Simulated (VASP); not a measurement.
Crystal: HfS2.

```
CELL_PARAMETERS angstrom
3.63966 0.00000 0.00000
-1.81983 3.15204 0.00000
0.00000 0.00000 6.05556
ATOMIC_POSITIONS crystal
Hf 0.00000 0.00000 0.00000
S 0.66667 0.33333 0.76395
S 0.33333 0.66667 0.23605
```

The cell is a database's computed one.

* Program: VASP 6.6.1
* Task: relaxation of cell and atoms
* Functional: PBEsol
* Potentials or basis: VASP PAW PBE potentials, release 64 (Hf_pv, S)
* Cutoff: 400 eV
* k mesh: 12 × 12 × 6
* Occupations: gaussian, width 0.02 eV
* Spin: no spin polarisation

At the start: pressure -1.9 GPa; volume 23.16 Å³/atom.

How do energy, volume and symmetry change on relaxing?

Over 18 steps the energy falls by 5.6 meV/atom and the volume is 22.01 Å³/atom (-5.0 %); space group P-3m1 (No. 164, to 0.05 Å).

Step by step:
| step | energy change (eV) | largest force (eV/Å) | pressure (GPa) | volume (Å³) |
| --- | --- | --- | --- | --- |
| 1 | 0.0000 | 0.0616 | -1.93 | 69.47 |
| 2 | 0.0000 | 0.4438 | 2.45 | 66.69 |
| 3 | -0.0105 | 0.1839 | 0.17 | 68.06 |
| 4 | -0.0141 | 0.0783 | 0.02 | 67.92 |
| 5 | -0.0146 | 0.0268 | -0.06 | 67.85 |
| 6 | -0.0147 | 0.0285 | -0.04 | 67.77 |
| 7 | -0.0151 | 0.0332 | 0.03 | 67.52 |
| 8 | -0.0158 | 0.0433 | 0.16 | 67.02 |
| 9 | -0.0164 | 0.0644 | 0.45 | 66.03 |
| 10 | -0.0164 | 0.0607 | 0.44 | 66.01 |
| 11 | -0.0165 | 0.0497 | 0.37 | 65.97 |
| 12 | -0.0167 | 0.0271 | 0.23 | 65.89 |
| 13 | -0.0167 | 0.0176 | -0.03 | 65.73 |
| 14 | -0.0168 | 0.0045 | 0.09 | 65.81 |
| 15 | -0.0168 | 0.0033 | 0.09 | 65.81 |
| 16 | -0.0168 | 0.0027 | 0.08 | 65.83 |
| 17 | -0.0168 | 0.0010 | 0.05 | 65.89 |
| 18 | -0.0168 | 0.0025 | 0.00 | 66.02 |

Final structure:
```
Hf S
1.0
     3.58624    0.00000    0.00000
    -1.79312    3.10577    0.00000
     0.00000    0.00000    5.92703
Hf S
1 2
Direct
  0.00000 0.00000 0.00000
  0.66667 0.33333 0.75566
  0.33333 0.66667 0.24434
```

Caveat: the PAW data sets were made with another functional, which shifts forces and pressure a little; this functional lacks dispersion, which binds the layers, so the pressure and a relaxed spacing across them are unreliable.
